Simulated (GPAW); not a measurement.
**Equation of state of Ni under SOGGA**

Symmetry: Fm-3m, No. 225, cubic system. The conventional cell has a = 3.475 Å, b = 3.475 Å, c = 3.475 Å, α = 90.00°, β = 90.00°, γ = 90.00°. Ni (site symmetry m-3m) has 12 Ni at 2.46 Å as nearest neighbours.

The cell was scaled at fixed shape and fractions and run with GPAW, PAW data sets generated for this functional, cutoff 600 eV; SOGGA, k mesh 11 × 11 × 11 on the cell of 1 atom, fermi-dirac occupations of 0.05 eV, collinear spin, ferromagnetic start, no spin-orbit coupling. Energies are those that the program minimises, any entropy of the smearing included. For a metal such a mesh isn't converged to the digits shown. The magnetic state is the one that the start led to, which needn't be the lowest.

```csv
V (Å³/atom),energy over the lowest row (meV/atom)
9.8625,31.18
10.0723,?
10.2822,3.13
10.4920,0.00
10.7019,3.06
10.9117,11.65
11.1215,25.11
```

Problem. Fit the third-order Birch-Murnaghan form, give V0, B0 and B′, and predict the energy left open.

Solution. With y = (V0/V)^(2/3), E = E0 + (9 V0 B0/16) [(y - 1)³ B′ + (y - 1)² (6 - 4y)]. Least squares through the rows shown give V0 = 10.4890 Å³/atom, E0 = 0.00 meV, B0 = 236.6 GPa (1 eV/Å³ = 160.218 GPa) and B′ = 4.89, with a largest miss of 0.01 meV. At V = 10.0723 the form with these constants gives 13.24 meV; the run gave 13.24 meV an atom. Measured volume: 10.94 Å³/atom at 298 K (a printed reference work), so the fit lies -4.1 % from it. The runs are for a static lattice.
